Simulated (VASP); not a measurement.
Set up this calculation in VASP 6.6.1, as the native input.

```
Task                   : relaxation of cell and atoms
Functional             : PBE
Potentials or basis    : VASP PAW PBE potentials, release 64 (W_sv)
Cutoff                 : 520 eV
k mesh                 : 6 × 6 × 6
Occupations            : gaussian, width 0.1 eV
Spin                   : no spin polarisation
Further INCAR settings : ALGO = Normal; EDIFF = 1e-07; IBRION = 2; POTIM = 0.3; EDIFFG = -0.005; NSW = 60; ISIF = 3
```

The structure of W lies in POSCAR:

```
W                                       
1.0
    5.0830000000      0.0000000000      0.0000000000
    0.0000000000      5.0830000000      0.0000000000
    0.0000000000      0.0000000000      5.0830000000
  W             
     8
Direct
     0.0000000000000000    0.0000000000000000    0.0000000000000000
     0.5000000000000000    0.5000000000000000    0.5000000000000000
     0.0000000000000000    0.5000000000000000    0.2500000000000000
     0.0000000000000000    0.5000000000000000    0.7500000000000000
     0.2500000000000000    0.0000000000000000    0.5000000000000000
     0.7500000000000000    0.0000000000000000    0.5000000000000000
     0.5000000000000000    0.7500000000000000    0.0000000000000000
     0.5000000000000000    0.2500000000000000    0.0000000000000000
```

This isn't the form of W at room conditions, which is bcc.

These files were run (other wordings do the same):

INCAR

```
PREC     = Accurate       # precision mode
ENCUT    = 520            # plane-wave cutoff, eV
EDIFF    = 1E-7           # SCF threshold, eV
ISMEAR   = 0              # smearing method
SIGMA    = 0.1            # smearing width, eV
LREAL    = False          # projectors in reciprocal space
LASPH    = True           # aspherical terms in the spheres
NELM     = 120            # most SCF steps
ALGO     = Normal         # electronic algorithm
ISIF     = 3              # what is computed and relaxed
LWAVE    = False          # write WAVECAR
LCHARG   = False          # write CHGCAR
GGA      = PE             # functional
IBRION   = 2              # ionic algorithm
NSW      = 60             # ionic steps
EDIFFG   = -0.005         # ionic threshold
POTIM    = 0.3            # step
KPAR     = 2
```

KPOINTS

```
Automatic mesh
0
Gamma
  6 6 6
```

Potentials or basis: VASP PAW PBE potentials, release 64 (W_sv).

The run is started by

```sh
$ cat potpaw_PBE.64/W_sv/POTCAR > POTCAR
$ mpirun -np 2 vasp_std > vasp.out
```

It gave:

| Property | Result |
| --- | --- |
| Relaxed volume | 16.41 Å³/atom |
| Relaxed cell | a = 5.083 Å, b = 5.083 Å, c = 5.083 Å, α = 90.00°, β = 90.00°, γ = 90.00° |
| Space group after relaxing (to 0.05 Å) | Pm-3n (No. 223) |
| Energy gained by relaxing | 0.0 meV/atom |
| Ionic steps | 3 |
| Pressure after relaxing | 0.0 GPa |
| Band gap on the k mesh | none (metal or under the smearing width) |

It took 3.6 min on 2 MPI ranks on Intel(R) Xeon(R) Platinum 8488C (Sapphire Rapids), on a shared host, peak memory 0.3 GiB a rank.
